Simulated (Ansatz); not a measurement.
# Ta (Im-3m) in Ansatz: equation of state

How stiff is Ta in PBE, and what volume does it want? The cell is scaled to several volumes.

Everything below comes from runs of Ansatz 0.2.0. Logs are shortened: lines on timing, memory, paths and dates and some standing lists are left out, and cuts for length are marked.

**What was measured.**

“Pressure effects on the electronic structure and superconductivity of (TaNb)0.67(HfZrTi)0.33 high entropy alloy”, 2019, arxiv:1910.08312 quotes, for a bulk crystal of Ta: bulk modulus 194 GPa.

The results are compared with them further down.

## (1) Starting point

The structure is cubic, space group Im-3m (No. 229). Conventional cell: a = 3.303 Å, b = 3.303 Å, c = 3.303 Å, α = 90.00°, β = 90.00°, γ = 90.00°. Around Ta (site symmetry m-3m) lie 8 Ta at 2.86 Å.

## (2) Single point, PBE, 16.93 Å³/atom (volume scaled by 0.94)

File input.yaml:

```yaml
crystal:
  lattice:
    - [-1.6175709496, 1.6175709496, 1.6175709496]
    - [1.6175709496, -1.6175709496, 1.6175709496]
    - [1.6175709496, 1.6175709496, -1.6175709496]
  atoms:
    - { symbol: Ta, position: [0.0, 0.0, 0.0] }
hamiltonian:
  xc: pbe
  pseudopotentials: { kind: paw }
kpoints:
  mp_grid: { grid: [11, 11, 11] }
scf:
  occupations: { method: fermi_dirac, width: 0.05 }
output:
  forces: true
  stress: true
  eigenvalues: true
```

Potentials or basis: Ansatz PAW.

Started as:

```bash
$ ansatz run input.yaml --threads 1 --pin off --max-ram 2560MiB --backend cpu --events-out ev --progress --plain --runs-dir out
```

Log:

```text
Warning: RAYON_NUM_THREADS=1 ignored (pool sized by the plan → 1); use --threads N
Engine: ansatz 0.2.0, aarch64-unknown-linux-gnu
Pseudopotentials: kind: paw
Pseudopotential: Ta, paw, valence charge 13, recommended cutoff 420 eV (normal), Ta.paw.azcp
Functional definition: PBE
  parameter kappa = 0.804
  parameter beta = 0.06672455060314922
  exchange = pbe_x(kappa = kappa, mu = beta*pi^2/3)
  correlation = pbe_c(beta = beta)
Crystal: 1 atoms, lattice volume = 16.930 Å³
Basis set: ecut = 420 eV, 321 PW (Γ), exchange–correlation on 40×40×40 points (8 copies of the dense FFT grid, shifted against one another)
Bands: 11, of which v1, the nominal top of the filled ones, is band 7 counted from 1 (6 counted from 0)
Symmetry: 48 space group operations
Space group: Im-3m (ITA 229), of the structure as read, at distance tolerance 2.6e-5 Å
k-points: 56 of 1331
Non-local potential: Ta, projectors of the file, l = 0: 3, l = 1: 2, l = 2: 2, l = 3: 1
PAW form: soft (Blöchl's): semilocal exchange-correlation on the pseudo side does not see the compensation charge
PAW one-centre angular grid: Ta, 590 points (default); XC on 64 Gauss nodes
Initial density: superposition of atomic densities (neutral atoms: chi_scale 0, normalization atom), corrected by the library's trained network
Initial wavefunctions: pseudopotential atomic-orbital guess
Functional: x = pbe(κ = 0.804, μ = 0.2195149727645171), c = pbe(β = 0.06672455060314922)
SCF iter   1: F=—  HF=-9932.192893 eV  |F-HF|=—  |Δ(HF+E_count)|=         —  Δρ=2.30e-3  dr2=3.04e-4  ethr=1.77e-3  ⟨swp⟩=5.9  Hψ=3555  notcnv=0
preconditioner: auto → none  [insulator: Δε(μ)=0.151 eV  Ē_g=8.848 eV  σ=0.050 eV  W_gap=0.64  n_scr=0 (ndim 8)  ℏωp=20.2 eV  f_vac=0.000  D(μ)=0.61/eV (n_scr^D=0)  ε∞_Penn≈6.2]
SCF iter   2: F=—  HF=-9932.192795 eV  |F-HF|=—  |Δ(HF+E_count)|=   9.82e-5  Δρ=1.03e-3  dr2=4.98e-5  ethr=2.34e-6  ⟨swp⟩=2.5  Hψ=1379  notcnv=0
SCF iter   3: F=—  HF=-9932.192849 eV  |F-HF|=—  |Δ(HF+E_count)|=   5.44e-5  Δρ=1.90e-4  dr2=1.60e-6  ethr=3.83e-7  ⟨swp⟩=2.1  Hψ=724  notcnv=0
iter 4 did not close the SCF: its close was put off for the readings that it lacked (scf_convergence_deferred on its scf_iter line)
SCF iter   4: F=-9932.192851 eV  HF=-9932.192851 eV  |F-HF|=1.80e-8  |Δ(HF+E_count)|=   1.65e-6  Δρ=1.31e-5  dr2=2.20e-8  ethr=1.23e-8  ⟨swp⟩=2.4  Hψ=958  notcnv=0
iter 5 did not close the SCF: its close was put off for the readings that it lacked (scf_convergence_deferred on its scf_iter line)
SCF iter   5: F=-9932.192851 eV  HF=-9932.192851 eV  |F-HF|=1.42e-10  |Δ(HF+E_count)|=   1.04e-8  Δρ=3.46e-6  dr2=2.99e-10  ethr=1.69e-10  ⟨swp⟩=2.1  Hψ=892  notcnv=0
SCF iter   6: F=-9932.192851 eV  HF=-9932.192851 eV  |F-HF|=5.46e-12  |Δ(HF+E_count)|=  1.96e-10  Δρ=2.63e-7  dr2=4.60e-12  ethr=2.30e-12  ⟨swp⟩=1.4  Hψ=1950  notcnv=0
SCF 1 converged in 6 iterations: F = -9932.192851 eV  dr2 = 4.60e-12
SCF converged after 6 iterations
Free energy (F): -9932.192851 eV
Harris-Foulkes:  -9932.192851 eV  (|F-HF|=5.46e-12)
Internal energy: -9932.186775 eV  (E = F + TS)
E sigma→0 (E₀):  -9932.189813 eV
Entropy (-TS):   -0.006075 eV (-6.075 meV/atom)
Fermi energy:    19.987499 eV
--- Per-component energies (eV) ---
  E_band       = -85.244682
  E_kinetic    = 368.604596
  E_local      = -511.772196  (includes V_loc(G=0)·N_el)
  E_nonlocal   = 15.685143
  E_hartree    = 180.558182
  E_xc         = -219.387425
  E_vxc        = -205.290209  (∫ρ·V_xc dr)
  E_paw        = -8397.122206  (= ΣΔE_a)
  E_vpaw       = -113.588570  (= ΣTr[D̂ρ^β])
  E_aug_tail   = 0.000150  (compensation charges beyond the density's cutoff)
  E_ewald      = -1368.753019
  E_smearing   = -0.006075  (= −TS)
  E_closure    = 0.000000  (closes the sum)
  Σ components = -9932.192851   (vs F -9932.192851, Δ=0.00e0)
--- Forces (eV/Å), atoms counted from 1 ---
  atom   1  Ta     0.00000000     0.00000000     0.00000000
  max |Σ_I F_I| component: 3.08e-32 eV/Å
--- Stress (GPa, compression-positive) ---
       17.185478       0.000000      -0.000000
        0.000000      17.185478       0.000000
        0.000000       0.000000      17.185478
  P = ⅓ Tr σ = 17.1855 GPa (171.855 kbar)
--- Band table (eV; the first three rows and the last of 56) ---
  k-point 0: bands = ["-46.9337", "-12.7912", "-12.7912", "-12.7912", "11.8615", "20.7170", "20.7170", "20.7170", "24.2150", "24.2150", "34.8598"]
  k-point 1: bands = ["-46.9218", "-12.9162", "-12.8292", "-12.7921", "12.2539", "20.4612", "20.6298", "21.1091", "23.8267", "24.2155", "35.2097"]
  k-point 2: bands = ["-46.8896", "-13.2411", "-12.9296", "-12.7945", "13.3033", "19.8451", "20.2223", "22.2511", "23.4544", "24.2734", "35.7556"]
  k-point 55: bands = ["-46.6741", "-13.7857", "-13.7631", "-13.7631", "15.9028", "15.9586", "26.2416", "26.2416", "27.1303", "28.5721", "30.4932"]
```

It took 0.78 s on 1 thread of Arm Neoverse V1, shared host; peak memory 0.25 GiB.

Results:

```
Free energy            : -9932.1929 eV
Pressure               : 17.2 GPa
Band gap on the k mesh : none (metal or under the smearing width)
```

## (3) Single point, PBE, 17.29 Å³/atom (volume scaled by 0.96)

input.yaml: that of step 2 with these lines changed.

```diff
@@ -2,5 +2,5 @@
   lattice:
-    - [-1.6175709496, 1.6175709496, 1.6175709496]
-    - [1.6175709496, -1.6175709496, 1.6175709496]
-    - [1.6175709496, 1.6175709496, -1.6175709496]
+    - [-1.6289626696, 1.6289626696, 1.6289626696]
+    - [1.6289626696, -1.6289626696, 1.6289626696]
+    - [1.6289626696, 1.6289626696, -1.6289626696]
   atoms:
```

Potentials or basis: Ansatz PAW.

Started as:

```bash
$ ansatz run input.yaml --threads 1 --pin off --max-ram 2560MiB --backend cpu --events-out ev --progress --plain --runs-dir out
```

Log:

```text
Warning: RAYON_NUM_THREADS=1 ignored (pool sized by the plan → 1); use --threads N
Engine: ansatz 0.2.0, aarch64-unknown-linux-gnu
Pseudopotentials: kind: paw
Pseudopotential: Ta, paw, valence charge 13, recommended cutoff 420 eV (normal), Ta.paw.azcp
Functional definition: PBE
  parameter kappa = 0.804
  parameter beta = 0.06672455060314922
  exchange = pbe_x(kappa = kappa, mu = beta*pi^2/3)
  correlation = pbe_c(beta = beta)
Crystal: 1 atoms, lattice volume = 17.290 Å³
Basis set: ecut = 420 eV, 321 PW (Γ), exchange–correlation on 40×40×40 points (8 copies of the dense FFT grid, shifted against one another)
Bands: 11, of which v1, the nominal top of the filled ones, is band 7 counted from 1 (6 counted from 0)
Symmetry: 48 space group operations
Space group: Im-3m (ITA 229), of the structure as read, at distance tolerance 2.6e-5 Å
k-points: 56 of 1331
Non-local potential: Ta, projectors of the file, l = 0: 3, l = 1: 2, l = 2: 2, l = 3: 1
PAW form: soft (Blöchl's): semilocal exchange-correlation on the pseudo side does not see the compensation charge
PAW one-centre angular grid: Ta, 590 points (default); XC on 64 Gauss nodes
Initial density: superposition of atomic densities (neutral atoms: chi_scale 0, normalization atom), corrected by the library's trained network
Initial wavefunctions: pseudopotential atomic-orbital guess
Functional: x = pbe(κ = 0.804, μ = 0.2195149727645171), c = pbe(β = 0.06672455060314922)
SCF iter   1: F=—  HF=-9932.225390 eV  |F-HF|=—  |Δ(HF+E_count)|=         —  Δρ=2.29e-3  dr2=2.87e-4  ethr=1.77e-3  ⟨swp⟩=5.9  Hψ=3546  notcnv=0
preconditioner: auto → none  [insulator: Δε(μ)=0.192 eV  Ē_g=8.667 eV  σ=0.050 eV  W_gap=0.74  n_scr=0 (ndim 8)  ℏωp=20.0 eV  f_vac=0.000  D(μ)=0.64/eV (n_scr^D=0)  ε∞_Penn≈6.3]
SCF iter   2: F=—  HF=-9932.225233 eV  |F-HF|=—  |Δ(HF+E_count)|=   1.58e-4  Δρ=1.03e-3  dr2=5.11e-5  ethr=2.21e-6  ⟨swp⟩=2.4  Hψ=1381  notcnv=0
SCF iter   3: F=—  HF=-9932.225291 eV  |F-HF|=—  |Δ(HF+E_count)|=   5.88e-5  Δρ=1.79e-4  dr2=1.46e-6  ethr=3.93e-7  ⟨swp⟩=2.0  Hψ=719  notcnv=0
iter 4 did not close the SCF: its close was put off for the readings that it lacked (scf_convergence_deferred on its scf_iter line)
SCF iter   4: F=-9932.225293 eV  HF=-9932.225293 eV  |F-HF|=1.73e-8  |Δ(HF+E_count)|=   1.37e-6  Δρ=1.45e-5  dr2=2.37e-8  ethr=1.12e-8  ⟨swp⟩=2.2  Hψ=957  notcnv=0
iter 5 did not close the SCF: its close was put off for the readings that it lacked (scf_convergence_deferred on its scf_iter line)
SCF iter   5: F=-9932.225293 eV  HF=-9932.225293 eV  |F-HF|=2.31e-10  |Δ(HF+E_count)|=   9.97e-9  Δρ=5.24e-6  dr2=9.68e-10  ethr=1.83e-10  ⟨swp⟩=2.0  Hψ=863  notcnv=0
SCF iter   6: F=-9932.225293 eV  HF=-9932.225293 eV  |F-HF|=1.82e-12  |Δ(HF+E_count)|=  1.16e-10  Δρ=3.56e-7  dr2=9.02e-12  ethr=7.45e-12  ⟨swp⟩=1.7  Hψ=1920  notcnv=0
SCF 1 converged in 6 iterations: F = -9932.225293 eV  dr2 = 9.02e-12
SCF converged after 6 iterations
Free energy (F): -9932.225293 eV
Harris-Foulkes:  -9932.225293 eV  (|F-HF|=1.82e-12)
Internal energy: -9932.218850 eV  (E = F + TS)
E sigma→0 (E₀):  -9932.222072 eV
Entropy (-TS):   -0.006442 eV (-6.442 meV/atom)
Fermi energy:    19.523594 eV
--- Per-component energies (eV) ---
  E_band       = -91.456064
  E_kinetic    = 367.742193
  E_local      = -523.963471  (includes V_loc(G=0)·N_el)
  E_nonlocal   = 15.430998
  E_hartree    = 183.817510
  E_xc         = -219.092658
  E_vxc        = -204.897486  (∫ρ·V_xc dr)
  E_paw        = -8396.972558  (= ΣΔE_a)
  E_vpaw       = -113.403505  (= ΣTr[D̂ρ^β])
  E_aug_tail   = 0.000143  (compensation charges beyond the density's cutoff)
  E_ewald      = -1359.181006
  E_smearing   = -0.006442  (= −TS)
  E_closure    = -0.000000  (closes the sum)
  Σ components = -9932.225293   (vs F -9932.225293, Δ=0.00e0)
--- Forces (eV/Å), atoms counted from 1 ---
  atom   1  Ta     0.00000000     0.00000000    -0.00000000
  max |Σ_I F_I| component: 4.72e-32 eV/Å
--- Stress (GPa, compression-positive) ---
       11.774120      -0.000000       0.000000
       -0.000000      11.774120      -0.000000
       -0.000000      -0.000000      11.774120
  P = ⅓ Tr σ = 11.7741 GPa (117.741 kbar)
--- Band table (eV; the first three rows and the last of 56) ---
  k-point 0: bands = ["-47.4468", "-13.3381", "-13.3381", "-13.3381", "11.4713", "20.2554", "20.2554", "20.2554", "23.6763", "23.6763", "34.3087"]
  k-point 1: bands = ["-47.4359", "-13.4544", "-13.3737", "-13.3389", "11.8535", "20.0071", "20.1706", "20.6367", "23.3018", "23.6776", "34.6462"]
  k-point 2: bands = ["-47.4064", "-13.7574", "-13.4678", "-13.3409", "12.8804", "19.4083", "19.7723", "21.7477", "22.9367", "23.7348", "35.1565"]
  k-point 55: bands = ["-47.2095", "-14.2706", "-14.2497", "-14.2497", "15.5697", "15.6207", "25.6287", "25.6287", "26.4952", "27.9059", "29.7910"]
```

Run time: 0.78 s. Hardware: 1 thread of Arm Neoverse V1, shared host; peak memory 0.26 GiB.

Results:

```
Free energy            : -9932.2253 eV
Pressure               : 11.8 GPa
Band gap on the k mesh : none (metal or under the smearing width)
```

## (4) Single point, PBE, 17.65 Å³/atom (volume scaled by 0.98)

input.yaml: that of step 3 with these lines changed.

```diff
@@ -2,5 +2,5 @@
   lattice:
-    - [-1.6289626696, 1.6289626696, 1.6289626696]
-    - [1.6289626696, -1.6289626696, 1.6289626696]
-    - [1.6289626696, 1.6289626696, -1.6289626696]
+    - [-1.64019725, 1.64019725, 1.64019725]
+    - [1.64019725, -1.64019725, 1.64019725]
+    - [1.64019725, 1.64019725, -1.64019725]
   atoms:
```

Started as:

```bash
$ ansatz run input.yaml --threads 1 --pin off --max-ram 2560MiB --backend cpu --events-out ev --progress --plain --runs-dir out
```

Wall time 0.8 s (1 thread of Arm Neoverse V1, shared host); peak memory 0.26 GiB.

The run converged. Its results:

```yaml
Free_energy: -9932.2462 eV
Pressure: 6.9 GPa
Band_gap_on_the_k_mesh: none (metal or under the smearing width)
```

## (5) Single point, PBE, 18.01 Å³/atom

input.yaml: that of step 4 with these lines changed.

```diff
@@ -2,5 +2,5 @@
   lattice:
-    - [-1.64019725, 1.64019725, 1.64019725]
-    - [1.64019725, -1.64019725, 1.64019725]
-    - [1.64019725, 1.64019725, -1.64019725]
+    - [-1.65128, 1.65128, 1.65128]
+    - [1.65128, -1.65128, 1.65128]
+    - [1.65128, 1.65128, -1.65128]
   atoms:
```

Started as:

```bash
$ ansatz run input.yaml --threads 1 --pin off --max-ram 2560MiB --backend cpu --events-out ev --progress --plain --runs-dir out
```

It took 0.79 s on 1 thread of Arm Neoverse V1, shared host; peak memory 0.26 GiB.

The run converged. Its results:

```yaml
Free_energy: -9932.2568 eV
Pressure: 2.6 GPa
Band_gap_on_the_k_mesh: none (metal or under the smearing width)
```

## (6) Single point, PBE, 18.37 Å³/atom (volume scaled by 1.02)

File input.yaml:

```yaml
crystal:
  lattice:
    - [-1.6622159478, 1.6622159478, 1.6622159478]
    - [1.6622159478, -1.6622159478, 1.6622159478]
    - [1.6622159478, 1.6622159478, -1.6622159478]
  atoms:
    - { symbol: Ta, position: [0.0, 0.0, 0.0] }
hamiltonian:
  xc: pbe
  pseudopotentials: { kind: paw }
kpoints:
  mp_grid: { grid: [11, 11, 11] }
scf:
  occupations: { method: fermi_dirac, width: 0.05 }
output:
  forces: true
  stress: true
  eigenvalues: true
  write_density: true
  write_potential: true
  elf: true
  volumetric_format: npy
```

Potentials or basis: Ansatz PAW.

Started as:

```bash
$ ansatz run input.yaml --threads 1 --pin off --max-ram 2560MiB --backend cpu --events-out ev --progress --plain --runs-dir out
```

It took 1 s on 1 thread of Arm Neoverse V1, shared host; peak memory 0.26 GiB.

Results (log left out):

- Free energy: -9932.2582 eV
- Pressure: -1.3 GPa
- Band gap on the k mesh: none (metal or under the smearing width)

## (7) Single point, PBE, 18.73 Å³/atom (volume scaled by 1.04)

File input.yaml:

```yaml
crystal:
  lattice:
    - [-1.6730098603, 1.6730098603, 1.6730098603]
    - [1.6730098603, -1.6730098603, 1.6730098603]
    - [1.6730098603, 1.6730098603, -1.6730098603]
  atoms:
    - { symbol: Ta, position: [0.0, 0.0, 0.0] }
hamiltonian:
  xc: pbe
  pseudopotentials: { kind: paw }
kpoints:
  mp_grid: { grid: [11, 11, 11] }
scf:
  occupations: { method: fermi_dirac, width: 0.05 }
output:
  forces: true
  stress: true
  eigenvalues: true
```

Started as:

```bash
$ ansatz run input.yaml --threads 1 --pin off --max-ram 2560MiB --backend cpu --events-out ev --progress --plain --runs-dir out
```

Run time: 0.8 s. Hardware: 1 thread of Arm Neoverse V1, shared host; peak memory 0.26 GiB.

It converged, with:

```
Free energy            : -9932.2512 eV
Pressure               : -4.8 GPa
Band gap on the k mesh : none (metal or under the smearing width)
```

## (8) Single point, PBE, 19.09 Å³/atom (volume scaled by 1.06)

input.yaml: that of step 7 with these lines changed.

```diff
@@ -2,5 +2,5 @@
   lattice:
-    - [-1.6730098603, 1.6730098603, 1.6730098603]
-    - [1.6730098603, -1.6730098603, 1.6730098603]
-    - [1.6730098603, 1.6730098603, -1.6730098603]
+    - [-1.6836662614, 1.6836662614, 1.6836662614]
+    - [1.6836662614, -1.6836662614, 1.6836662614]
+    - [1.6836662614, 1.6836662614, -1.6836662614]
   atoms:
```

Started as:

```bash
$ ansatz run input.yaml --threads 1 --pin off --max-ram 2560MiB --backend cpu --events-out ev --progress --plain --runs-dir out
```

Run time: 0.8 s. Hardware: 1 thread of Arm Neoverse V1, shared host; peak memory 0.26 GiB.

It converged, with:

| Quantity | Value |
| --- | --- |
| Free energy | -9932.2367 eV |
| Pressure | -8.0 GPa |
| Band gap on the k mesh | none (metal or under the smearing width) |

## (9) Equation of state, PBE

Potentials or basis: Ansatz PAW.

No new run: the results of the series are fitted here.

Results:

```yaml
Equilibrium_volume: 18.24 Å³/atom
Bulk_modulus: 195 GPa
Pressure_derivative_of_the_bulk_modulus: 4.3
```

Energy against volume, from the lowest point:
```csv
volume (Å³/atom),energy (meV/atom)
16.930,65.36
17.290,32.91
17.650,11.99
18.010,1.38
18.371,0.00
18.731,6.98
19.091,21.50
```

## (10) How close it comes

Step 9. Against the measured bulk modulus of Ta, 194 GPa (quoted in “Pressure effects on the electronic structure and superconductivity of (TaNb)0.67(HfZrTi)0.33 high entropy alloy”, 2019, arxiv:1910.08312), the calculated 195 GPa is off by +0.4 %. The fit is for a static lattice scaled at fixed shape and fixed fractional positions.
